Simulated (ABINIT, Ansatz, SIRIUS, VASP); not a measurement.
## MnSi: programs and potentials compared

```
Mn Si
1.0
     0.00000    2.52722    2.52722
     2.52722    0.00000    2.52722
     2.52722    2.52722    0.00000
Mn Si
1 1
Direct
  0.00000 0.00000 0.00000
  0.25000 0.25000 0.25000
```

Measurements of this composition are mostly on another form, of space group No. 198.

Alike in all runs: task single point; functional PBE; k mesh 9 × 9 × 9; occupations fermi-dirac, width 0.05 eV; collinear spin, ferromagnetic start; no spin-orbit coupling. Pressure is positive in compression and, in plane waves, holds the error of the finite cutoff.

| program and potentials | plane-wave cutoff (eV) | notes | pressure (GPa) | net moment per atom (μB) |
| --- | --- | --- | --- | --- |
| Ansatz, all-electron LAPW, scalar-relativistic | - | - | 19.01 | 1.02 |
| SIRIUS, PseudoDojo 0.4.1 PBE standard (scalar relativistic) | 1307 | 9.5 valence electrons an atom on average | 19.66 | 1.04 |
| ABINIT, JTH PAW PBE v2.0 | 707 | 9.5 valence electrons an atom on average | 19.18 | 1.02 |
| VASP, PBE PAW files Mn_pv, Si, 520 eV | 520 | 8.5 valence electrons an atom on average | ? | ? |

Question: Estimate from the other rows what the run with VASP, PBE PAW files Mn_pv, Si, 520 eV gave.

Answer: Pressure 18.98 GPa; net moment per atom 1.02 μB. The other rows, which needn't bracket it: pressure 19.01 to 19.66; net moment per atom 1.02 to 1.04.
